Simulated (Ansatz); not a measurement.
Runs of Ansatz 0.2.0 on TiB2. It takes space group P6/mmm (No. 191, hexagonal). The conventional cell has a = 3.029 Å, b = 3.029 Å, c = 3.228 Å, α = 90.00°, β = 90.00°, γ = 120.00°. Ti (site symmetry 6/mmm) has 12 B at 2.38 Å as nearest neighbours. B (site symmetry -6m2) is surrounded by 3 B at 1.75 Å. 

```tsv
task	level	potentials or basis	U	cell	k mesh	cutoff (eV)	points for each segment of the path	hubbard projectors	double counting	gap on the mesh (eV)	pressure (GPa)	relaxed volume (Å³/atom)
band structure	BLYP	Ansatz PAW	-	as given	10 × 10 × 8	420	14	-	-	none	6.6	-
relaxation of cell and atoms	LDA+U	Ansatz PAW	Ti d U = 8 eV	relaxed	10 × 10 × 8	420	-	ortho-atomic (the default)	fll (the default)	none	0.0	(b)
phonons	r2SCAN	Ansatz PAW	-	as given	8 × 8 × 7	500	-	-	-	none	-	-
density of states	PBEsol	Ansatz PAW	-	as given	10 × 10 × 8	420	-	-	-	none	-5.1	-
relaxation of cell and atoms	PBE+U	Ansatz PAW	Ti d U = 3 eV	relaxed	10 × 10 × 8	420	-	ortho-atomic (the default)	fll (the default)	none	0.0	(a)
band structure	LDA	Ansatz PAW	-	as given	10 × 10 × 8	420	14	-	-	none	-11.2	-
single point	PBE	Ansatz PAW	-	as given	10 × 10 × 8	800	-	-	-	none	0.3	-
band structure	PBE	Ansatz NC	-	as given	10 × 10 × 8	1155	14	-	-	none	0.3	-
```

Alike in all rows: no spin polarisation; smearing fermi-dirac 0.05 eV.

Fill in the values left out.

(a) 8.66; (b) 8.46.

Caveats: the PAW data sets come from PBE, with cores solved anew for the run's functional, which leaves a small shift of forces and pressure (some runs); the plane-wave basis is chosen anew once the cell has moved, so the energies of steps on either side of that aren't comparable (some runs); U without spin polarisation on a metal has little footing (some runs); the U is typed as a test and isn't derived for this compound (some runs).

A gap of «none» marks a metal or a gap under the smearing width.
